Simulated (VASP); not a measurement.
## PbO2: equation of state with LDA

The system is PbO2.

```
Pb O
1.0
     0.00000    2.63951    2.63951
     2.63951    0.00000    2.63951
     2.63951    2.63951    0.00000
Pb O
1 2
Direct
  0.00000 0.00000 0.00000
  0.75000 0.75000 0.75000
  0.25000 0.25000 0.25000
```

The cell comes from a database or a generator and needn't be the stable form of this composition.

| Item | Value |
| --- | --- |
| Program | VASP 6.6.1 |
| Task | equation of state |
| Functional | LDA |
| Potentials or basis | VASP PAW LDA potentials, release 64 (Pb_d, O) |
| Cutoff | 520 eV |
| k mesh | 8 × 8 × 8 |
| Occupations | fermi-dirac, width 0.05 eV |
| Spin | no spin polarisation |

```
Equilibrium volume                      : 12.29 Å³/atom
Bulk modulus                            : 164 GPa
Pressure derivative of the bulk modulus : 5.4 (rough: it moves with the points fitted)
```

Energy against volume, from the lowest point:
| volume (Å³/atom) | energy (meV/atom) |
| --- | --- |
| 11.769 | 12.34 |
| 12.014 | 3.27 |
| 12.260 | 0.00 |
| 12.505 | 1.83 |
| 12.750 | 8.15 |

All runs of the series together: 52 s on 1 thread of Intel(R) Xeon(R) Platinum 8488C (Sapphire Rapids) (shared host).

The run has no spin-orbit coupling, so splittings on Pb are missing.
